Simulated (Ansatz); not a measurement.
# Fe (Fmmm) in Ansatz: a series of runs

The runs below take Fe through band structure, with PBEsol.

Everything below comes from runs of Ansatz 0.2.0. Logs are shortened: lines on timing, memory, paths and dates and some standing lists are left out, and cuts for length are marked.

## (1) Starting point

Symmetry: Fmmm, No. 69, orthorhombic system. Conventional cell: a = 2.997 Å, b = 3.883 Å, c = 3.930 Å, α = 90.00°, β = 90.00°, γ = 90.00°. Fe (site symmetry mmm) is surrounded by 12 Fe at 2.45 to 2.76 Å.

## (2) Band structure, PBEsol, collinear spin, ferromagnetic start

The input, input.yaml:

```yaml
crystal:
  lattice:
    - [0.0, 1.9417396906, 1.9651051623]
    - [1.4984397099, 0.0, 1.9651051623]
    - [1.4984397099, 1.9417396906, 0.0]
  atoms:
    - { symbol: Fe, position: [0.0, 0.0, 0.0], spin: 3.0 }
kpoints:
  mp_grid: { grid: [13, 13, 13] }
  band_path:
    path:
      - [0.0, 0.0, 0.0]
      - [0.5, 0.0, 0.5]
      - [0.5, 0.246480624, 0.746480624]
      - [0.0742892414, 0.5, 0.5742892414]
      - [0.0, 0.5, 0.5]
      - [0.0, 0.0, 0.0]
      - [0.5, 0.5, 0.0]
      - [0.9257107586, 0.5, 0.4257107586]
    npoints: 10
scf:
  occupations: { method: fermi_dirac, width: 0.05 }
hamiltonian:
  xc: pbesol
  pseudopotentials: { kind: all_electron, lapw: { basis_error: 0.001 } }
magnetization:
  spin_polarized: true
output:
  forces: true
  stress: true
  eigenvalues: true
```

Potentials or basis: all-electron LAPW, scalar-relativistic.

Launch:

```bash
$ ansatz run input.yaml --threads 2 --pin off --max-ram 6144MiB --backend cpu --events-out ev --progress --plain --runs-dir out
```

What it wrote:

```text
Warning: RAYON_NUM_THREADS=2 ignored (pool sized by the plan → 2); use --threads N
LAPW: plane waves up to 9.109 Å⁻¹, error target 1.0e-3 eV per atom; small_component_spin mean_spin; Fe in spheres of 1.226 Å, 16 of its electrons in bands, Dirac shells [] (how accurate: hamiltonian.pseudopotentials.lapw.basis_error, Limitations)
Engine: ansatz 0.2.0, aarch64-unknown-linux-gnu
Pseudopotentials: kind: all_electron
Pseudopotential: Fe, LAPW, valence charge 16, lapw/all_electron/scalar/gaussian/Fe, Koelling and Harmon's equation, gaussian nucleus
Functional definition: PBEsol
  exchange = pbesol_x
  correlation = pbesol_c
Crystal: 1 atoms, lattice volume = 11.435 Å³
Basis set: ecut = 316.131879380282 eV, 149 PW (Γ), FFT grids on a1−a2, a2, a3, exchange–correlation at level 2
Bands: 14, of which v1, the nominal top of the filled ones, is band 8 counted from 1 (7 counted from 0)
Symmetry: 8 space group operations
Space group: Fmmm (ITA 69), of the structure as read, at distance tolerance 2.3e-5 Å
Magnetic group: BNS 69.521 (UNI 619), of the structure as read, at distance tolerance 2.3e-5 Å
k-points: 343 of 2197
Non-local potential: Fe, projectors of the file, none
Initial density: superposition of atomic densities (chi_scale 0.1, normalization cell)
Starting moments: Σ|m| = 3 μB on 1 of 1 site
Initial wavefunctions: plane waves of lowest kinetic energy (no species holds an atomic orbital)
Functional: x = pbesol(κ = 0.804, μ = 0.12345679012345678), c = pbesol(β = 0.046)
iter 1 solved again at ethr=4.41e-5 eV; its pass at ethr=1.00e-1 eV (dr2=7.06e-3 eV) is discarded
SCF iter   1: F=—  HF=-34602.353782 eV  |F-HF|=—  |Δ(HF+E_count)|=         —  Δρ=3.34e-2 (↑3.34e-2 ↓3.14e-2)  dr2=7.18e-3  dr2_m=1.06e-1  M=2.300 μB ∫|m|=2.327 μB  β_m=0.30  ethr=4.41e-5  ⟨swp⟩=3.3  Hψ=72684  notcnv=0
Mixer restart at iter 1: flushing history
preconditioner: auto → none  [metal: Δε(μ)=0.002 eV  Ē_g=15.001 eV  σ=0.050 eV  W_gap=0.01  n_scr=0 (ndim 8)  ℏωp=31.1 eV  f_vac=0.000  D(μ)=1.11/eV (n_scr^D=14)]
SCF iter   2: F=—  HF=-34602.383616 eV  |F-HF|=—  |Δ(HF+E_count)|=   2.98e-2  Δρ=2.24e-2 (↑2.24e-2 ↓2.20e-2)  dr2=1.60e-3  dr2_m=5.08e-2  M=2.301 μB ∫|m|=2.342 μB  β_m=0.51  ethr=4.41e-5  ⟨swp⟩=2.1  Hψ=27054  notcnv=0
SCF iter   3: F=—  HF=-34602.443175 eV  |F-HF|=—  |Δ(HF+E_count)|=   5.96e-2  Δρ=1.15e-2 (↑1.15e-2 ↓9.91e-3)  dr2=2.09e-3  dr2_m=1.10e-2  M=2.187 μB ∫|m|=2.260 μB  β_m=0.48  ethr=1.00e-5  ⟨swp⟩=3.0  Hψ=30679  notcnv=0
iter 4 solved again at ethr=3.66e-8 eV; its pass at ethr=1.00e-5 eV (dr2=5.85e-6 eV) is discarded
SCF iter   4: F=—  HF=-34602.439307 eV  |F-HF|=—  |Δ(HF+E_count)|=   3.87e-3  Δρ=3.33e-4 (↑3.33e-4 ↓2.98e-4)  dr2=5.85e-6  dr2_m=8.18e-6  M=2.179 μB ∫|m|=2.274 μB  β_m=0.74  ethr=3.66e-8  ⟨swp⟩=2.8  Hψ=47500  notcnv=0
SCF iter   5: F=—  HF=-34602.440317 eV  |F-HF|=—  |Δ(HF+E_count)|=         —  Δρ=1.12e-4 (↑1.12e-4 ↓1.08e-4)  dr2=4.16e-7  dr2_m=1.06e-6  M=2.178 μB ∫|m|=2.273 μB  β_m=0.87  ethr=3.66e-8  ⟨swp⟩=2.9  Hψ=25179  notcnv=0
the basis was enlarged: its passes take 1.1 MiB over the memory plan, 2 of 2 planned eigensolver slots
SCF iter   6: F=—  HF=-34602.440395 eV  |F-HF|=—  |Δ(HF+E_count)|=   7.85e-5  Δρ=1.59e-4 (↑1.45e-4 ↓1.59e-4)  dr2=1.20e-7  dr2_m=2.37e-6  M=2.174 μB ∫|m|=2.270 μB  β_m=0.82  ethr=2.60e-9  ⟨swp⟩=3.0  Hψ=27026  notcnv=0
SCF iter   7: F=—  HF=-34602.440391 eV  |F-HF|=—  |Δ(HF+E_count)|=   4.50e-6  Δρ=3.29e-5 (↑2.89e-5 ↓3.29e-5)  dr2=2.29e-9  dr2_m=9.96e-8  M=2.173 μB ∫|m|=2.270 μB  β_m=0.91  ethr=7.48e-10  ⟨swp⟩=3.0  Hψ=25466  notcnv=0
SCF iter   8: F=—  HF=-34602.440392 eV  |F-HF|=—  |Δ(HF+E_count)|=   1.16e-6  Δρ=5.96e-6 (↑5.71e-6 ↓5.96e-6)  dr2=5.33e-10  dr2_m=3.40e-9  M=2.174 μB ∫|m|=2.270 μB  β_m=0.89  ethr=1.43e-11  ⟨swp⟩=4.0  Hψ=29646  notcnv=0
SCF iter   9: F=-34602.440392 eV  HF=-34602.440392 eV  |F-HF|=1.66e-9  |Δ(HF+E_count)|=   4.05e-8  Δρ=6.64e-7 (↑5.06e-7 ↓6.64e-7)  dr2=3.67e-11  dr2_m=2.52e-11  M=2.174 μB ∫|m|=2.270 μB  ethr=3.33e-12  ⟨swp⟩=3.0  Hψ=26411  notcnv=0
SCF 1 converged in 9 iterations: F = -34602.440392 eV  dr2 = 3.67e-11
the search or the solves at the SCF's close seem to have found levels that the self-consistency loop had missed (the run counts 1). By its estimate they hold under 1e-12 electrons; where the run keeps them, the occupations were computed again with them
NSCF: frozen V_eff on 71 k-points
SCF converged after 9 iterations
Magnetization: 2.1735 μB (9.0868 up, 6.9132 down)
Absolute magnetization: 2.2697 μB (∫|ρ↑−ρ↓|)
Spin contamination: 0.0325 ħ² per cell (⟨S²⟩ above its minimum at these occupations)
Per-site moments (μB) at R_I (Å): [(2.2197109564031887, 1.2263435908194185)]
Free energy (F): -34602.440392 eV
Harris-Foulkes:  -34602.440392 eV  (|F-HF|=1.66e-9)
Internal energy: -34602.430959 eV  (E = F + TS)
E sigma→0 (E₀):  -34602.435676 eV
Entropy (-TS):   -0.009433 eV (-9.433 meV/atom)
Fermi energy:    18.384432 eV
--- Per-component energies (eV) ---
  E_band       = -212.994807
  E_kinetic    = 35072.732932
  E_xc         = -1490.035761
  E_electrostatic = -68185.128130  (all electrons and nuclei)
  E_smearing   = -0.009433  (= −TS)
  E_closure    = 0.000000  (closes the sum)
  E_atoms      = -34592.699444  (free atoms, spherical and without spin; not in F)
  Σ components = -34602.440392   (vs F -34602.440392, Δ=0.00e0)
  Basis errors (estimates in eV, not in F): energy 2.6e-4 per atom: plane waves 2.3e-4 (1.2e-4 summed), levels above the bands 1.8e-184, relativity 3.2e-8, radial functions 3.1e-5, core shells 6.2e-9; eigenvalues (radial functions only) 1.9e-5; not estimated: angular momenta, meshes, grids; target (lapw.basis_error) 1.0e-3; muffin-tin radii Fe 1.226 Å
--- Forces (eV/Å), atoms counted from 1 ---
  atom   1  Fe    -0.00000000     0.00000000     0.00000000
  max |Σ_I F_I| component: 9.24e-31 eV/Å
--- Stress (GPa, compression-positive) ---
      -15.782216      -0.000000       0.000000
       -0.000000      -7.219515       0.000000
        0.000000       0.000000      -8.605098
  P = ⅓ Tr σ = -10.5356 GPa (-105.356 kbar)
--- Band table (eV; the first three rows and the last of 686) ---
  k-point 0 ↑: bands = ["-69.4152", "-35.3506", "-35.3476", "-35.3402", "9.7917", "15.9115", "16.0037", "16.3445", "17.0638", "17.4596", "41.4797", "42.9702", "43.2282", "47.5958"]
  k-point 1 ↑: bands = ["-69.4109", "-35.3710", "-35.3540", "-35.3445", "10.0296", "15.9243", "16.0125", "16.3851", "17.0265", "17.4315", "40.6530", "42.2559", "42.9861", "46.7259"]
  k-point 2 ↑: bands = ["-69.3987", "-35.4369", "-35.3731", "-35.3455", "10.7143", "15.8798", "15.9337", "16.6594", "16.9612", "17.3849", "37.8204", "41.1931", "42.6725", "45.8780"]
  k-point 342 ↓: bands = ["-66.7451", "-33.2262", "-32.9785", "-32.8390", "14.8256", "16.2570", "18.7664", "20.2115", "20.5422", "21.5110", "27.4452", "34.6909", "36.7511", "41.9362"]
```

Run time: 24 s. Hardware: 2 threads of Arm Neoverse V2, shared host; peak memory 0.6 GiB.

Results:

```
Free energy             : -34602.4404 eV
Pressure                : -10.5 GPa
Band gap along the path : none (metal or under the smearing width)
Net moment              : 2.17 μB per cell
Absolute moment         : 2.27 μB per cell
Site moments            : Fe +2.22 μB
```

Stress tensor (GPa, compression positive):
```
-15.78   0.00   0.00
  0.00  -7.22   0.00
  0.00   0.00  -8.61
```

Levels at the corners of the path, in eV from the Fermi level:
Spin up:
| point | band 6 | band 7 | band 8 | band 9 | band 10 | band 11 | band 12 | band 13 |
| --- | --- | --- | --- | --- | --- | --- | --- | --- |
| Γ | -2.47 | -2.38 | -2.04 | -1.32 | -0.92 | 23.10 | 24.59 | 24.84 |
| Y | -3.75 | -0.76 | -0.72 | 0.48 | 0.91 | 7.92 | 16.69 | 18.06 |
| C | -3.24 | -3.14 | -1.01 | -0.68 | 8.28 | 8.34 | 8.84 | 10.58 |
| D | -4.67 | -0.19 | -0.12 | 0.13 | 8.17 | 9.84 | 10.17 | 14.55 |
| X | -4.77 | -0.01 | 0.12 | 0.22 | 7.66 | 10.69 | 10.70 | 14.34 |
| Γ | -2.47 | -2.38 | -2.04 | -1.32 | -0.92 | 23.10 | 24.59 | 24.84 |
| Z | -3.77 | -0.73 | -0.67 | 0.40 | 0.68 | 7.66 | 16.92 | 18.29 |
| D1 | -4.67 | -0.19 | -0.12 | 0.13 | 8.17 | 9.84 | 10.17 | 14.55 |
Spin down:
```tsv
point	band 4	band 5	band 6	band 7	band 8	band 9	band 10	band 11
Γ	-51.18	-8.34	-0.65	-0.50	-0.01	1.23	1.84	23.01
Y	-51.21	-3.66	-2.11	1.13	1.82	1.96	2.63	9.32
C	-51.40	-2.03	-1.84	-1.76	1.75	2.01	9.21	9.29
D	-51.47	-3.07	-2.90	1.90	2.03	2.30	8.60	10.38
X	-51.46	-3.19	-3.00	2.26	2.28	2.35	8.00	11.05
Γ	-51.18	-8.34	-0.65	-0.50	-0.01	1.23	1.84	23.01
Z	-51.21	-3.68	-2.17	0.90	1.88	2.02	2.61	9.06
D1	-51.47	-3.07	-2.90	1.90	2.03	2.30	8.60	10.38
```

## (3) Band structure, PBEsol, collinear spin, ferromagnetic start

input.yaml, as its differences from that of step 2:

```diff
@@ -24,3 +24,6 @@
   xc: pbesol
-  pseudopotentials: { kind: all_electron, lapw: { basis_error: 0.001 } }
+  pseudopotentials:
+    kind: all_electron
+    lapw: { basis_error: 0.001 }
+    relativity: none
 magnetization:
```

Potentials or basis: all-electron LAPW, non-relativistic.

Launch:

```bash
$ ansatz run input.yaml --threads 2 --pin off --max-ram 6144MiB --backend cpu --events-out ev --progress --plain --runs-dir out
```

It took 24 s on 2 threads of Arm Neoverse V2, shared host; peak memory 0.6 GiB.

The run converged. Its results:

```yaml
Free_energy: -34354.1014 eV
Pressure: -6.7 GPa
Band_gap_along_the_path: none (metal or under the smearing width)
Net_moment: 2.20 μB per cell
Absolute_moment: 2.31 μB per cell
Site_moments: Fe +2.25 μB
```

Stress tensor (GPa, compression positive):
```
-11.91   0.00   0.00
  0.00  -3.28   0.00
  0.00   0.00  -4.82
```

Levels at the corners of the path, in eV from the Fermi level:
Spin up:
```tsv
point	band 7	band 8	band 9	band 10	band 11	band 12
Γ	-2.40	-2.06	-1.34	-0.94	23.14	24.63
Y	-0.78	-0.75	0.44	1.05	8.14	16.80
C	-3.13	-1.03	-0.70	8.35	8.41	8.90
D	-0.23	-0.16	0.09	8.33	9.98	10.35
X	-0.05	0.08	0.19	7.83	10.86	10.87
Γ	-2.40	-2.06	-1.34	-0.94	23.14	24.63
Z	-0.75	-0.69	0.36	0.83	7.87	17.02
D1	-0.23	-0.16	0.09	8.33	9.98	10.35
```
Spin down:
| point | band 5 | band 6 | band 7 | band 8 | band 9 | band 10 |
| --- | --- | --- | --- | --- | --- | --- |
| Γ | -8.05 | -0.62 | -0.47 | 0.01 | 1.23 | 1.83 |
| Y | -3.58 | -2.08 | 1.27 | 1.83 | 1.95 | 2.64 |
| C | -1.98 | -1.78 | -1.71 | 1.75 | 2.01 | 9.29 |
| D | -3.05 | -2.89 | 1.92 | 2.04 | 2.32 | 8.76 |
| X | -3.18 | -2.98 | 2.27 | 2.30 | 2.36 | 8.17 |
| Γ | -8.05 | -0.62 | -0.47 | 0.01 | 1.23 | 1.83 |
| Z | -3.60 | -2.13 | 1.04 | 1.88 | 2.02 | 2.62 |
| D1 | -3.05 | -2.89 | 1.92 | 2.04 | 2.32 | 8.76 |

## (4) Band structure, PBEsol, collinear spin, ferromagnetic start

input.yaml, as its differences from that of step 3:

```diff
@@ -24,6 +24,3 @@
   xc: pbesol
-  pseudopotentials:
-    kind: all_electron
-    lapw: { basis_error: 0.001 }
-    relativity: none
+  pseudopotentials: { kind: all_electron, datasets: crystal }
 magnetization:
```

Potentials or basis: all-electron PAW datasets made for the crystal.

Launch:

```bash
$ ansatz run input.yaml --threads 2 --pin off --max-ram 6144MiB --backend cpu --events-out ev --progress --plain --runs-dir out
```

Run time: 19 s. Hardware: 2 threads of Arm Neoverse V2, shared host; peak memory 0.75 GiB.

It converged, with:

| Property | Result |
| --- | --- |
| Free energy | -34602.4406 eV |
| Pressure | -10.5 GPa |
| Band gap along the path | none (metal or under the smearing width) |
| Net moment | 2.17 μB per cell |
| Absolute moment | 2.27 μB per cell |
| Site moments | Fe +2.21 μB |

Stress tensor (GPa, compression positive):
```
-15.78   0.00   0.00
  0.00  -7.22   0.00
  0.00   0.00  -8.61
```

Levels at the corners of the path, in eV from the Fermi level:
Spin up:
```
point  band 5  band 6  band 7  band 8  band 9  band 10  band 11  band 12  band 13  band 14
    Γ   -8.59   -2.47   -2.38   -2.04   -1.32    -0.92    23.10    24.59    24.84    29.21
    Y   -5.01   -3.75   -0.76   -0.72    0.48     0.91     7.92    16.69    18.06    21.95
    C   -3.47   -3.24   -3.14   -1.01   -0.68     8.28     8.34     8.84    10.58    36.81
    D   -4.85   -4.67   -0.19   -0.12    0.13     8.17     9.84    10.17    14.55    17.38
    X   -4.97   -4.77   -0.01    0.12    0.22     7.66    10.69    10.70    14.34    16.32
    Γ   -8.59   -2.47   -2.38   -2.04   -1.32    -0.92    23.10    24.59    24.84    29.21
    Z   -5.01   -3.77   -0.73   -0.67    0.40     0.68     7.66    16.92    18.29    22.16
   D1   -4.85   -4.67   -0.19   -0.12    0.13     8.17     9.84    10.17    14.55    17.38
```
Spin down:
```csv
point,band 3,band 4,band 5,band 6,band 7,band 8,band 9,band 10,band 11,band 12
Γ,-51.19,-51.18,-8.34,-0.65,-0.50,-0.01,1.23,1.84,23.01,24.55
Y,-51.37,-51.21,-3.66,-2.11,1.13,1.82,1.96,2.63,9.32,16.90
C,-51.41,-51.40,-2.03,-1.84,-1.76,1.75,2.01,9.21,9.29,9.85
D,-51.48,-51.47,-3.07,-2.90,1.90,2.03,2.30,8.60,10.38,10.68
X,-51.50,-51.46,-3.19,-3.00,2.26,2.28,2.35,8.00,11.05,11.06
Γ,-51.19,-51.18,-8.34,-0.65,-0.50,-0.01,1.23,1.84,23.01,24.55
Z,-51.36,-51.21,-3.68,-2.17,0.90,1.88,2.02,2.61,9.06,17.14
D1,-51.48,-51.47,-3.07,-2.90,1.90,2.03,2.30,8.60,10.38,10.68
```

Caveat: the program warned that the printed levels may be off, so bands, gaps and densities of states are rough.

## (5) Band structure, PBEsol, collinear spin, ferromagnetic start

input.yaml, as its differences from that of step 4:

```diff
@@ -24,3 +24,6 @@
   xc: pbesol
-  pseudopotentials: { kind: all_electron, datasets: crystal }
+  pseudopotentials:
+    kind: all_electron
+    lapw: { basis_error: 0.001 }
+    dirac_shells: { Fe: ["2p"] }
 magnetization:
```

Potentials or basis: all-electron LAPW, inner shells corrected to Dirac's equation.

Launch:

```bash
$ ansatz run input.yaml --threads 2 --pin off --max-ram 6144MiB --backend cpu --events-out ev --progress --plain --runs-dir out
```

Run time: 25 s. Hardware: 2 threads of Arm Neoverse V2, shared host; peak memory 0.6 GiB.

It converged, with:

| Quantity | Value |
| --- | --- |
| Free energy | -34603.0592 eV |
| Pressure | -10.5 GPa |
| Band gap along the path | none (metal or under the smearing width) |
| Net moment | 2.17 μB per cell |
| Absolute moment | 2.27 μB per cell |
| Site moments | Fe +2.22 μB |

Stress tensor (GPa, compression positive):
```
-15.78   0.00   0.00
  0.00  -7.22   0.00
  0.00   0.00  -8.60
```

Levels at the corners of the path, in eV from the Fermi level:
Spin up:
```tsv
point	band 6	band 7	band 8	band 9	band 10	band 11	band 12	band 13
Γ	-2.47	-2.38	-2.04	-1.32	-0.92	23.10	24.59	24.84
Y	-3.75	-0.76	-0.72	0.48	0.91	7.92	16.69	18.06
C	-3.24	-3.14	-1.01	-0.68	8.28	8.34	8.84	10.58
D	-4.67	-0.19	-0.12	0.13	8.17	9.84	10.17	14.55
X	-4.77	-0.01	0.12	0.22	7.66	10.69	10.70	14.34
Γ	-2.47	-2.38	-2.04	-1.32	-0.92	23.10	24.59	24.84
Z	-3.77	-0.73	-0.67	0.40	0.68	7.66	16.92	18.29
D1	-4.67	-0.19	-0.12	0.13	8.17	9.84	10.17	14.55
```
Spin down:
| point | band 3 | band 4 | band 5 | band 6 | band 7 | band 8 | band 9 | band 10 | band 11 | band 12 |
| --- | --- | --- | --- | --- | --- | --- | --- | --- | --- | --- |
| Γ | -51.19 | -51.18 | -8.34 | -0.65 | -0.50 | -0.01 | 1.23 | 1.84 | 23.01 | 24.55 |
| Y | -51.37 | -51.20 | -3.66 | -2.11 | 1.13 | 1.82 | 1.96 | 2.63 | 9.32 | 16.90 |
| C | -51.40 | -51.40 | -2.03 | -1.84 | -1.76 | 1.75 | 2.01 | 9.21 | 9.29 | 9.85 |
| D | -51.48 | -51.47 | -3.07 | -2.90 | 1.90 | 2.03 | 2.30 | 8.60 | 10.38 | 10.68 |
| X | -51.50 | -51.46 | -3.19 | -3.00 | 2.26 | 2.28 | 2.35 | 8.00 | 11.05 | 11.06 |
| Γ | -51.19 | -51.18 | -8.34 | -0.65 | -0.50 | -0.01 | 1.23 | 1.84 | 23.01 | 24.55 |
| Z | -51.36 | -51.21 | -3.68 | -2.17 | 0.90 | 1.88 | 2.02 | 2.61 | 9.06 | 17.14 |
| D1 | -51.48 | -51.47 | -3.07 | -2.90 | 1.90 | 2.03 | 2.30 | 8.60 | 10.38 | 10.68 |

## (6) The runs side by side

```tsv
potentials or basis	cutoff (eV)	basis error allowed	pressure (GPa)	moment (μB)
all-electron LAPW, scalar-relativistic	316	0.001 eV/atom	-10.5	2.17
all-electron LAPW, non-relativistic	316	0.001 eV/atom	-6.7	2.20
all-electron PAW datasets made for the crystal	320	-	-10.5	2.17
all-electron LAPW, inner shells corrected to Dirac's equation	316	0.001 eV/atom	-10.5	2.17
```

Alike in all rows: task band structure; level PBEsol; spin collinear, ferromagnetic start; cell as given; k mesh 13 × 13 × 13; smearing fermi-dirac 0.05 eV.

Caveats: the program warned that the printed levels may be off, so bands, gaps and densities of states are rough (some runs).

Compare energies only between runs with the same functional and basis.
